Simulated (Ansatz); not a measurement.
**5-layer 2H-WSTe (2H stacking) in a perpendicular field**

Wanted: the out-of-plane response of the 5-layer 2H-WSTe (2H stacking). A positive field points along +c.

Method: plane-wave DFT, PBE-D3(BJ), Ansatz PAW, in Ansatz 0.2.0.

### 1. The structure

The cell holds 15 atoms: 5 Te, 5 W and 5 S. Cell: a = 3.365 Å, b = 3.365 Å, c = 93.368 Å, α = 90.0°, β = 90.0°, γ = 120.0°. Regions: layer 1: 2H-WSTe, 3 atoms (1 Te, 1 W and 1 S); layer 2: 2H-WSTe, 3 atoms (1 Te, 1 W and 1 S); layer 3: 2H-WSTe, 3 atoms (1 Te, 1 W and 1 S); layer 4: 2H-WSTe, 3 atoms (1 Te, 1 W and 1 S); layer 5: 2H-WSTe, 3 atoms (1 Te, 1 W and 1 S). Vacuum lies along c.

### 2. Relaxation

The starting cell is a guess, so the in-plane lattice and the atoms are relaxed first, with the slab cut off from its images along the normal.

The input, input.yaml:

```yaml
crystal:
  lattice:
    - [3.365, 0.0, 0.0]
    - [-1.6825, 2.9141754837, 0.0]
    - [0.0, 0.0, 93.368250959]
  atoms:
    - { symbol: Te, position: [0.3333333333, 0.6666666667, 0.3330896711] }
    - { symbol: W, position: [0.0, 0.0, 0.3555397942] }
    - { symbol: S, position: [0.3333333333, 0.6666666667, 0.3728639001] }
    - { symbol: Te, position: [0.0, 0.0, 0.4066012783] }
    - { symbol: W, position: [0.3333333333, 0.6666666667, 0.4290514014] }
    - { symbol: S, position: [0.0, 0.0, 0.4463755073] }
    - { symbol: Te, position: [0.3333333333, 0.6666666667, 0.4801128855] }
    - { symbol: W, position: [0.0, 0.0, 0.5025630087] }
    - { symbol: S, position: [0.3333333333, 0.6666666667, 0.5198871145] }
    - { symbol: Te, position: [0.0, 0.0, 0.5536244927] }
    - { symbol: W, position: [0.3333333333, 0.6666666667, 0.5760746159] }
    - { symbol: S, position: [0.0, 0.0, 0.5933987217] }
    - { symbol: Te, position: [0.3333333333, 0.6666666667, 0.6271360999] }
    - { symbol: W, position: [0.0, 0.0, 0.6495862231] }
    - { symbol: S, position: [0.3333333333, 0.6666666667, 0.6669103289] }
  periodic: [true, true, false]
kpoints:
  mp_grid: { grid: [12, 12, 1] }
hamiltonian:
  xc: pbe
  dispersion: d3bj
scf:
  occupations: { method: fermi_dirac, width: 0.05 }
  convergence: { dr2_threshold: 1.0e-09 }
relax:
  f_tol: 0.004
  max_steps: 90
  cell: {}
output:
  write_potential: true
  write_density: true
  volumetric_format: npy
```

The run is started by

```
> ansatz run input.yaml --threads 4 --pin off --max-ram 16384MiB --backend cpu --events-out ev --progress --plain --runs-dir out
```

Numbers of over 12 decimals in the logs are rounded to 6 here.

Output:

```text
Warning: relax.cell: scf.convergence.dr2_threshold = 1e-9 eV is looser than the 8.85047188018e-11 eV advised for a relaxation that steers and ends on the stress (1e-10 eV for each atom of the cell: 15, times the square of relax.cell.stress_2d_tol = 0.05 N/m over 41.2 Å (the atoms' height at the walk's start and 5 Å past either face), 1.215e-2 GPa, over a crystal's default 0.05). What an SCF threshold leaves in a stress goes as its square root, and in the free energy as the threshold itself, and one threshold admits the most on a small cell: [figures from the program's tests cut] Set scf.convergence.dr2_threshold to 8.85047188018e-11 eV or tighter. [rest of the remark cut]
Engine: ansatz 0.2.0, aarch64-unknown-linux-gnu
Pseudopotentials: kind: paw
Pseudopotential: Te, paw, valence charge 16, recommended cutoff 420 eV (normal), Te.paw.azcp
Pseudopotential: W, paw, valence charge 14, recommended cutoff 420 eV (normal), W.paw.azcp
Pseudopotential: S, paw, valence charge 6, recommended cutoff 420 eV (normal), S.paw.azcp
Functional definition: PBE
  parameter kappa = 0.804
  parameter beta = 0.066725
  exchange = pbe_x(kappa = kappa, mu = beta*pi^2/3)
  correlation = pbe_c(beta = beta)
Crystal: 15 atoms, lattice volume = 915.588 Å³
Basis set: ecut = 420 eV, 18013 PW (Γ), exchange–correlation on 48×48×1250 points (8 copies of the dense FFT grid, shifted against one another)
Bands: 108, of which v1, the nominal top of the filled ones, is band 90 counted from 1 (89 counted from 0)
Symmetry: 6 space group operations
Space group: P3m1 (ITA 156), of the structure as read, at distance tolerance 9.7e-5 Å
k-points: 19 of 144 (time reversal used)
Non-local potential: Te, projectors of the file, l = 0: 2, l = 1: 2, l = 2: 2, l = 3: 2
Non-local potential: W, projectors of the file, l = 0: 3, l = 1: 2, l = 2: 2, l = 3: 1
Non-local potential: S, projectors of the file, l = 0: 2, l = 1: 2, l = 2: 2
PAW form: soft (Blöchl's): semilocal exchange-correlation on the pseudo side does not see the compensation charge
PAW one-centre angular grid: Te, 590 points (default); XC on 64 Gauss nodes
PAW one-centre angular grid: W, 590 points (default); XC on 64 Gauss nodes
PAW one-centre angular grid: S, 110 points (default); XC on 64 Gauss nodes
Initial density: superposition of atomic densities (neutral atoms: chi_scale 0, normalization atom), corrected by the library's trained network
Initial wavefunctions: pseudopotential atomic-orbital guess
Functional: x = pbe(κ = 0.804, μ = 0.219515), c = pbe(β = 0.066725)
SCF iter   1: F=—  HF=-91344.947593 eV  |F-HF|=—  |Δ(HF+E_count)|=         —  Δρ=7.11e-3  dr2=1.19e2  ethr=1.77e-3  ⟨swp⟩=11.3  Hψ=12004  notcnv=0  defer=17
preconditioner: auto → LDOS  [metal: Δε(μ)=0.019 eV  Ē_g=7.177 eV  σ=0.050 eV  W_gap=0.10  n_scr=60 (ndim 8)  ℏωp=11.6 eV  f_vac=0.627  D(μ)=8.57/eV (n_scr^D=38)  β→1.0]
SCF iter   2: F=—  HF=-91344.853966 eV  |F-HF|=—  |Δ(HF+E_count)|=   9.36e-2  Δρ=4.19e-3  dr2=9.39e0  ethr=1.77e-3  ⟨swp⟩=3.2  Hψ=2959  notcnv=0  defer=102
SCF iter   3: F=—  HF=-91344.857878 eV  |F-HF|=—  |Δ(HF+E_count)|=   3.91e-3  Δρ=4.60e-3  dr2=9.45e0  ethr=1.77e-3  ⟨swp⟩=4.3  Hψ=3895  notcnv=0  defer=101
SCF iter   4: F=—  HF=-91344.748376 eV  |F-HF|=—  |Δ(HF+E_count)|=   1.10e-1  Δρ=2.38e-3  dr2=4.46e0  ethr=1.77e-3  ⟨swp⟩=3.3  Hψ=3270  notcnv=0  defer=68
SCF iter   5: F=—  HF=-91344.709051 eV  |F-HF|=—  |Δ(HF+E_count)|=   3.93e-2  Δρ=1.78e-3  dr2=3.00e0  ethr=1.77e-3  ⟨swp⟩=2.7  Hψ=2778  notcnv=0  defer=65
SCF iter   6: F=—  HF=-91344.676818 eV  |F-HF|=—  |Δ(HF+E_count)|=   3.22e-2  Δρ=1.51e-3  dr2=2.41e0  ethr=1.67e-3  ⟨swp⟩=1.3  Hψ=2288  notcnv=0  defer=76
SCF iter   7: F=—  HF=-91344.657095 eV  |F-HF|=—  |Δ(HF+E_count)|=   1.97e-2  Δρ=1.25e-3  dr2=2.23e0  ethr=1.34e-3  ⟨swp⟩=1.3  Hψ=2188  notcnv=0  defer=90
SCF iter   8: F=—  HF=-91344.624481 eV  |F-HF|=—  |Δ(HF+E_count)|=   3.26e-2  Δρ=1.07e-3  dr2=1.98e0  ethr=1.24e-3  ⟨swp⟩=1.6  Hψ=2586  notcnv=0  defer=103
SCF iter   9: F=—  HF=-91344.595266 eV  |F-HF|=—  |Δ(HF+E_count)|=   2.92e-2  Δρ=1.09e-3  dr2=1.72e0  ethr=1.10e-3  ⟨swp⟩=1.5  Hψ=2479  notcnv=0  defer=99
SCF iter  10: F=—  HF=-91344.547076 eV  |F-HF|=—  |Δ(HF+E_count)|=   4.82e-2  Δρ=8.51e-4  dr2=6.17e-1  ethr=9.55e-4  ⟨swp⟩=1.9  Hψ=2583  notcnv=0  defer=100
SCF iter  11: F=—  HF=-91345.023532 eV  |F-HF|=—  |Δ(HF+E_count)|=   4.76e-1  Δρ=1.17e-2  dr2=3.98e2  ethr=3.43e-4  ⟨swp⟩=4.0  Hψ=3597  notcnv=0  defer=108  recentre
SCF iter  12: F=—  HF=-91344.607602 eV  |F-HF|=—  |Δ(HF+E_count)|=   4.16e-1  Δρ=8.20e-4  dr2=1.75e0  ethr=3.43e-4  ⟨swp⟩=3.3  Hψ=3206  notcnv=0  defer=97
SCF iter  13: F=—  HF=-91344.644538 eV  |F-HF|=—  |Δ(HF+E_count)|=   3.69e-2  Δρ=8.75e-4  dr2=1.98e0  ethr=3.43e-4  ⟨swp⟩=1.1  Hψ=2377  notcnv=0  defer=93
SCF iter  14: F=—  HF=-91344.633123 eV  |F-HF|=—  |Δ(HF+E_count)|=   1.14e-2  Δρ=8.24e-4  dr2=1.93e0  ethr=3.43e-4  ⟨swp⟩=1.1  Hψ=1939  notcnv=0  defer=93
SCF iter  15: F=—  HF=-91344.611363 eV  |F-HF|=—  |Δ(HF+E_count)|=   2.18e-2  Δρ=7.83e-4  dr2=1.82e0  ethr=3.43e-4  ⟨swp⟩=1.4  Hψ=2353  notcnv=0  defer=95
SCF iter  16: F=—  HF=-91344.603538 eV  |F-HF|=—  |Δ(HF+E_count)|=   7.83e-3  Δρ=7.74e-4  dr2=1.73e0  ethr=3.43e-4  ⟨swp⟩=1.3  Hψ=2399  notcnv=0  defer=95
SCF iter  17: F=—  HF=-91344.592977 eV  |F-HF|=—  |Δ(HF+E_count)|=   1.06e-2  Δρ=7.55e-4  dr2=1.64e0  ethr=3.43e-4  ⟨swp⟩=1.1  Hψ=2121  notcnv=0  defer=94
SCF iter  18: F=—  HF=-91344.573853 eV  |F-HF|=—  |Δ(HF+E_count)|=   1.91e-2  Δρ=7.28e-4  dr2=1.49e0  ethr=3.43e-4  ⟨swp⟩=1.3  Hψ=2060  notcnv=0  defer=96
SCF iter  19: F=—  HF=-91344.566246 eV  |F-HF|=—  |Δ(HF+E_count)|=   7.61e-3  Δρ=6.96e-4  dr2=1.29e0  ethr=3.43e-4  ⟨swp⟩=1.0  Hψ=2348  notcnv=0  defer=85
SCF iter  20: F=—  HF=-91344.549367 eV  |F-HF|=—  |Δ(HF+E_count)|=   1.69e-2  Δρ=9.59e-4  dr2=9.99e-1  ethr=3.43e-4  ⟨swp⟩=2.3  Hψ=2724  notcnv=0  defer=92
SCF iter  21: F=—  HF=-91344.544629 eV  |F-HF|=—  |Δ(HF+E_count)|=   4.74e-3  Δρ=4.87e-4  dr2=4.85e-1  ethr=3.43e-4  ⟨swp⟩=1.3  Hψ=2226  notcnv=0  defer=86
SCF iter  22: F=—  HF=-91344.543015 eV  |F-HF|=—  |Δ(HF+E_count)|=   1.61e-3  Δρ=3.68e-4  dr2=2.38e-1  ethr=2.70e-4  ⟨swp⟩=1.2  Hψ=1961  notcnv=0  defer=88
SCF iter  23: F=—  HF=-91344.570971 eV  |F-HF|=—  |Δ(HF+E_count)|=   2.80e-2  Δρ=6.97e-4  dr2=1.33e0  ethr=1.32e-4  ⟨swp⟩=2.0  Hψ=2143  notcnv=0  defer=91  recentre
SCF iter  24: F=—  HF=-91344.542560 eV  |F-HF|=—  |Δ(HF+E_count)|=   2.84e-2  Δρ=2.64e-4  dr2=1.63e-1  ethr=1.32e-4  ⟨swp⟩=1.3  Hψ=2506  notcnv=0  defer=88
[...]
relax step  12: F+E_penalty+E_count = -91346.60209432 eV  Δ(F+E_penalty+E_count) = +1.142e-5 eV  max|allowed force component| = 2.701e-3 eV/Å  Δτ_max = 0.0082 Å  P = -0.016 N/m  Ω = 892.708 Å³  energy of the carried Pulay correction = +1.496e-3 eV  fix = [c, alpha, beta]  reactions: c -0.000 N/m  (11 SCF iters, accepted)
relax step  13: F+E_penalty+E_count = -91346.60210919 eV  Δ(F+E_penalty+E_count) = -1.487e-5 eV  max|allowed force component| = 1.840e-3 eV/Å  Δτ_max = 0.0059 Å  P = +0.007 N/m  Ω = 892.636 Å³  energy of the carried Pulay correction = +1.500e-3 eV  fix = [c, alpha, beta]  reactions: c +0.000 N/m  (11 SCF iters, accepted)
Initial wavefunctions: pseudopotential atomic-orbital guess (no wavefunctions were taken with the density)
iter 1 solved again at ethr=3.22e-7 eV; its pass at ethr=3.10e-3 eV (dr2=5.79e-4 eV) is discarded
SCF iter   1: F=—  HF=-91346.601159 eV  |F-HF|=—  |Δ(HF+E_count)|=         —  Δρ=2.38e-5  dr2=7.18e-7  ethr=3.22e-7  ⟨swp⟩=6.7  Hψ=21803  notcnv=0
preconditioner: auto → LDOS  [insulator: Δε(μ)=0.162 eV  Ē_g=7.839 eV  σ=0.050 eV  W_gap=0.56  n_scr=62 (ndim 8)  ℏωp=11.8 eV  f_vac=0.649  D(μ)=1.67/eV (n_scr^D=16)  ε∞_Penn≈3.3  β→1.0]
SCF iter   2: F=—  HF=-91346.600481 eV  |F-HF|=—  |Δ(HF+E_count)|=   6.79e-4  Δρ=3.91e-6  dr2=1.85e-7  ethr=3.99e-10  ⟨swp⟩=5.3  Hψ=6961  notcnv=0
SCF iter   3: F=—  HF=-91346.600481 eV  |F-HF|=—  |Δ(HF+E_count)|=   3.19e-9  Δρ=2.76e-6  dr2=6.57e-7  ethr=1.03e-10  ⟨swp⟩=3.6  Hψ=4589  notcnv=0  recentre
SCF iter   4: F=—  HF=-91346.600481 eV  |F-HF|=—  |Δ(HF+E_count)|=   3.14e-8  Δρ=2.02e-6  dr2=3.62e-7  ethr=1.03e-10  ⟨swp⟩=4.0  Hψ=4527  notcnv=0
SCF iter   5: F=—  HF=-91346.600481 eV  |F-HF|=—  |Δ(HF+E_count)|=   2.85e-8  Δρ=9.11e-7  dr2=6.25e-8  ethr=1.03e-10  ⟨swp⟩=2.6  Hψ=2844  notcnv=0
SCF iter   6: F=—  HF=-91346.600481 eV  |F-HF|=—  |Δ(HF+E_count)|=   2.97e-9  Δρ=4.07e-7  dr2=2.52e-9  ethr=3.47e-11  ⟨swp⟩=2.9  Hψ=2764  notcnv=0
SCF iter   7: F=—  HF=-91346.600481 eV  |F-HF|=—  |Δ(HF+E_count)|=  5.82e-10  Δρ=1.84e-7  dr2=1.11e-9  ethr=1.00e-12  ⟨swp⟩=18.3  Hψ=18981  notcnv=0
SCF iter   8: F=-91346.600481 eV  HF=-91346.600481 eV  |F-HF|=2.79e-9  |Δ(HF+E_count)|=   1.31e-9  Δρ=1.03e-7  dr2=1.21e-10  ethr=1.00e-12  ⟨swp⟩=10.4  Hψ=13049  notcnv=0
SCF 14 converged in 8 iterations: F = -91346.600481 eV  dr2 = 1.21e-10
relax step  14: F+E_penalty+E_count = -91346.60048069 eV  Δ(F+E_penalty+E_count) = +1.628e-3 eV  max|allowed force component| = 1.840e-3 eV/Å  Δτ_max = 0.0000 Å  P = +0.017 N/m  Ω = 892.636 Å³  fix = [c, alpha, beta]  reactions: c +0.000 N/m  stress off target by 1.65e-2 N/m on what of the cell is left free  SCF on the basis re-selected at this cell (its energy is not comparable with the rows above)  (8 SCF iters)
basis re-selected at this cell: Δ(F+E_penalty+E_count) = +1.628e-3 eV, ΔP = +0.009 N/m vs the last step (what re-selecting the basis moved, of the pressure what is left beyond the Pulay correction that the steps carried, after the strain that the cell walked since its last selection, with what the two solves' SCF thresholds leave and, on support functions, any second-order correction that the steps lacked; it is no m [...]
WARN: The output density's exchange-correlation potential varies sharply where the density is thin. Do not read a vacuum level from v_tot or v_xc, or from such a field of the output density. On a cell that repeats whose density bears no net charge and no dipole along the vacuum's axis use v_es (v_loc + v_h of the components); under efield.dipole_correction with no amplitude use v_es + v_field, which holds any externa [...]
SCF converged after 8 iterations
Free energy (F): -91346.600481 eV
Harris-Foulkes:  -91346.600481 eV  (|F-HF|=2.79e-9)
Internal energy: -91346.586807 eV  (E = F + TS)
E sigma→0 (E₀):  -91346.593644 eV
Entropy (-TS):   -0.013674 eV (-0.912 meV/atom)
Fermi energy:    -4.399961 eV
--- Per-component energies (eV) ---
  E_band       = -5094.614121
  E_kinetic    = 3703.932158
  E_local      = -3910832.356392  (includes V_loc(G=0)·N_el)
  E_nonlocal   = -1402.862908
  E_hartree    = 1954075.550356
  E_xc         = -2447.771130
  E_vxc        = -2160.508070  (∫ρ·V_xc dr)
  E_paw        = -69128.510368  (= ΣΔE_a)
  E_vpaw       = -2553.919121  (= ΣTr[D̂ρ^β])
  E_aug_tail   = -0.001191  (compensation charges beyond the density's cutoff)
  E_ewald      = 1934692.460535
  E_disp       = -7.027868  (pairwise vdW)
  E_smearing   = -0.013674  (= −TS)
  E_closure    = -0.000000  (closes the sum)
  Σ components = -91346.600481   (vs F -91346.600481, Δ=0.00e0)
--- Forces (eV/Å), atoms counted from 1 ---
  atom   1  Te    -0.00000000     0.00000000    -0.00016602
  atom   2  W      0.00000000    -0.00000000     0.00016153
  atom   3  S      0.00000000     0.00000000     0.00048520
  atom   4  Te     0.00000000    -0.00000000    -0.00086898
  atom   5  W     -0.00000000     0.00000000    -0.00041952
  atom   6  S     -0.00000000    -0.00000000     0.00057160
  atom   7  Te    -0.00000000     0.00000000    -0.00166586
  atom   8  W      0.00000000    -0.00000000     0.00183999
  atom   9  S      0.00000000     0.00000000    -0.00011601
  atom  10  Te     0.00000000    -0.00000000    -0.00108255
  atom  11  W     -0.00000000     0.00000000     0.00076770
  atom  12  S      0.00000000    -0.00000000     0.00071365
  atom  13  Te    -0.00000000     0.00000000     0.00045276
  atom  14  W      0.00000000    -0.00000000    -0.00054257
  atom  15  S      0.00000000    -0.00000000    -0.00012524
  max |Σ_I F_I| component: 5.69e-6 eV/Å
--- 2D stress c σ (N/m, compression-positive) ---
        0.016507       0.000000       0.000000
        0.000000       0.016507      -0.000000
        0.000000      -0.000000       0.000000
  P = ½ c Tr σ = 0.0165 N/m
--- Band table (eV; the first three rows and the last of 19) ---
  k-point 0: bands = [... 86 lower, -4.9571, -4.7207, -4.5361, -4.2490, -2.9691, -2.9691, -2.6126, -2.6126, ... 14 higher]
  k-point 1: bands = [... 86 lower, -5.0694, -4.8289, -4.6144, -4.3741, -3.0190, -2.9036, -2.6559, -2.5467, ... 14 higher]
  k-point 2: bands = [... 86 lower, -5.4516, -5.2732, -5.0203, -4.6692, -3.5502, -3.0990, -2.9831, -2.8343, ... 14 higher]
  k-point 18: bands = [... 86 lower, -5.5720, -5.3280, -5.0926, -4.6662, -4.2202, -3.8528, -3.6144, -3.4508, ... 14 higher]
  the weakly bound empty levels are not read free of the cell's end (no_gap_told)
--- Relaxed structure (13 steps of the walk, 12 accepted, 1 SCFs on fresh bases) ---
  F+E_penalty+E_count = -91346.60048069 eV   max|allowed force component| = 1.840e-3 eV/Å   (the final SCF, on the basis selected at the relaxed cell)
  cell:  # Å, volume = 892.6363 Å³
    - [3.322556, 0.0, 0]
    - [-1.661278, 2.877418, 0]
    - [0, 0, 93.368250959]
  atoms:
    - { symbol: Te, position: [0.333333, 0.666667, 0.343818] }
    - { symbol: W, position: [0, -2.0395208157718874e-17, 0.364466] }
    - { symbol: S, position: [0.333333, 0.666667, 0.380382] }
    - { symbol: Te, position: [0, -2.0395208157718853e-17, 0.412898] }
    - { symbol: W, position: [0.333333, 0.666667, 0.433520] }
    - { symbol: S, position: [0, -2.039520815771885e-17, 0.449421] }
    - { symbol: Te, position: [0.333333, 0.666667, 0.481836] }
    - { symbol: W, position: [0, -2.0395208157718862e-17, 0.502453] }
    - { symbol: S, position: [0.333333, 0.666667, 0.518352] }
    - { symbol: Te, position: [0, -2.0395208157718853e-17, 0.550765] }
    - { symbol: W, position: [0.333333, 0.666667, 0.571393] }
    - { symbol: S, position: [0, -2.039520815771884e-17, 0.587264] }
    - { symbol: Te, position: [0.333333, 0.666667, 0.619702] }
    - { symbol: W, position: [0, -2.0395208157718896e-17, 0.640348] }
    - { symbol: S, position: [0.333333, 0.666667, 0.656196] }
```

Run time: 26 min. Hardware: 4 threads of Arm Neoverse V1, shared host; peak memory 3.1 GiB.

Step by step:

```tsv
step	energy less that of the first step (eV)	largest force component (eV/Å)	volume (Å³)
1	0.0000	2.1390	915.59
2	-1.7502	1.0009	889.33
3	-1.9313	0.1853	891.02
4	-1.9808	0.0775	890.29
5	-2.0267	0.0861	890.88
6	-2.0510	0.0621	890.73
7	-2.0579	0.0435	894.26
8	-2.0608	0.0136	892.86
9	-2.0562	0.0466	891.78
10	-2.0611	0.0062	892.61
11	-2.0611	0.0062	892.61
12	-2.0610	0.0027	892.71
13	-2.0611	0.0018	892.64
14*	-2.0594	0.0018	892.64
```

Relaxation steps marked * repeat the geometry before them on a plane-wave basis chosen anew for their cell, so energy and pressure can jump there. Relaxation step 9 was tried and not accepted.

Forces are held to the 6 operations that the run works with; a distortion that breaks them can't arise in this run.

```tsv
cell as run	before	after	change
a (Å)	3.365	3.323	-1.3 %
b (Å)	3.365	3.323	-1.3 %
```

The atoms that moved most (Å, along periodic axes as changes of fractional coordinates times the final cell, across vacuum about the mean position):

```tsv
atom	dx	dy	dz	length
Te1	0.000	0.000	1.002	1.002
S15	0.000	0.000	-1.000	1.000
W14	0.000	0.000	-0.863	0.863
W2	0.000	0.000	0.833	0.833
S3	0.000	0.000	0.702	0.702
Te13	0.000	0.000	-0.694	0.694
Te4	0.000	0.000	0.588	0.588
S12	0.000	0.000	-0.573	0.573
```

This step gave:

```
energy at zero smearing : -91346.5936 eV
```

The lattice constant a goes from 3.365 to 3.323 Å.

(Continued in part 2 of 2.)

[Logs are printed without paths, hosts, clocks, repeated set-up lines and the standing remarks that a program may print on its own settings, such as how far it seeks lower states.]

[Hosts, paths, dates, database ids (printed as entryN), source tags and the programs' standing remarks are cut or masked in the printed files.]

[Maps of the electrostatic potential energy from Ansatz leave out the sawtooth potential of an applied field or a dipole correction, so their vacuum need not be flat; planar profiles and work functions include it.]
